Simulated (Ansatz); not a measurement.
## Al$_{2}$Pt: do energies and stresses tell the same story?

Computed with DFT PBE, scalar-relativistic, plane waves, PAW (Ansatz).

Plane waves to 420 eV, a k mesh through Γ of 12×12×12 on the computed 3-atom cell and Gaussian smearing (0.10 eV); no spin polarisation.

Relaxed cell: Fm-3m, a = 5.946 Å, b = 5.946 Å, c = 5.946 Å, α = 90.00°, β = 90.00°, γ = 90.00°, 3 atoms in the primitive cell. Whether it is the stable form of this composition wasn't checked.

Energies at zero smearing and pressures from the stress tensor, at volumes with shape and atoms relaxed:
| V (Å³/atom) | E − E(first) (meV/atom) | P (GPa) |
| --- | --- | --- |
| 15.419 | 0.00 | 21.92 |
| 15.945 | -60.28 | 15.02 |
| 16.471 | -99.70 | 9.17 |
| 16.996 | -121.41 | 4.20 |
| 17.522 | -128.06 | -0.02 |
| 18.048 | -121.95 | -3.60 |
| 18.573 | -105.01 | -6.63 |
| 19.274 | -68.44 | -9.95 |

Problem. Check P = −dE/dV between neighbouring volumes, and get the bulk modulus from the pressures alone.

Solution. With 1 eV/Å³ = 160.2 GPa:
```
middle V (Å³/atom)  −ΔE/ΔV (GPa) mean P (GPa)
            15.682        18.373        18.472
            16.208        12.015        12.099
            16.733         6.615         6.688
            17.259         2.029         2.093
            17.785        -1.862        -1.807
            18.310        -5.163        -5.114
            18.924        -8.360        -8.292
```

The two differ by 0.10 GPa at most. The mean of two end pressures misses the average over a step by about ΔV² P″/12, up to 0.09 GPa here; with that taken off 0.01 GPa remains. Around V = 17.522 Å³/atom, the two neighbours give B = −V ΔP/ΔV = 17.522 × 7.80 / 1.051 = 130.0 GPa, against B0 = 129.3 GPa from the Birch–Murnaghan fit of the energies.

Spin–orbit coupling is left out, which can shift energies with elements as heavy as these.